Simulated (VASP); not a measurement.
ZnS (Wurtzite-2H):

```
Zn S
1.0
     3.81100    0.00000    0.00000
    -1.90550    3.30042    0.00000
     0.00000    0.00000    6.23400
Zn S
2 2
Direct
  0.66667 0.33333 0.50000
  0.33333 0.66667 0.00000
  0.66667 0.33333 0.88500
  0.33333 0.66667 0.38500
```

| Item | Value |
| --- | --- |
| Program | VASP 6.6.1 |
| Task | relaxation of cell and atoms |
| Functional | PBE |
| Potentials or basis | VASP PAW PBE potentials, release 64 (Zn, S) |
| Cutoff | 600 eV |
| k mesh | 8 × 8 × 5 |
| Occupations | fermi-dirac, width 0.05 eV |
| Spin | no spin polarisation |

At the start: pressure 2.5 GPa; volume 19.60 Å³/atom.

Problem. How do energy, volume and symmetry change on relaxing?

Solution. Over 15 steps the energy falls by 9.8 meV/atom and the volume is 20.23 Å³/atom (+3.2 %); space group P6_3mc (No. 186, to 0.05 Å).

The path:
```tsv
step	energy change (eV)	largest force (eV/Å)	pressure (GPa)	volume (Å³)
1	0.0000	0.3225	2.49	78.41
2	-0.0316	0.0914	-0.83	81.91
3	-0.0329	0.1291	-0.21	81.29
4	-0.0329	0.1248	-0.32	81.36
5	-0.0361	0.0678	-0.13	81.11
6	-0.0376	0.0134	-0.02	80.89
7	-0.0357	0.1079	0.46	80.44
8	-0.0377	0.0098	0.06	80.79
9	-0.0391	0.0054	0.12	80.78
10	-0.0391	0.0082	0.12	80.78
11	-0.0391	0.0083	0.11	80.78
12	-0.0392	0.0020	-0.05	80.98
13	-0.0392	0.0044	0.04	80.91
14	-0.0392	0.0034	-0.05	80.94
15	-0.0392	0.0040	-0.01	80.93
```

Final structure:
```
Zn S
1.0
     3.84804    0.00000    0.00000
    -1.92402    3.33250    0.00000
     0.00000    0.00000    6.31077
Zn S
2 2
Direct
  0.66667 0.33333 0.50519
  0.33333 0.66667 0.00519
  0.66667 0.33333 0.87981
  0.33333 0.66667 0.37981
```
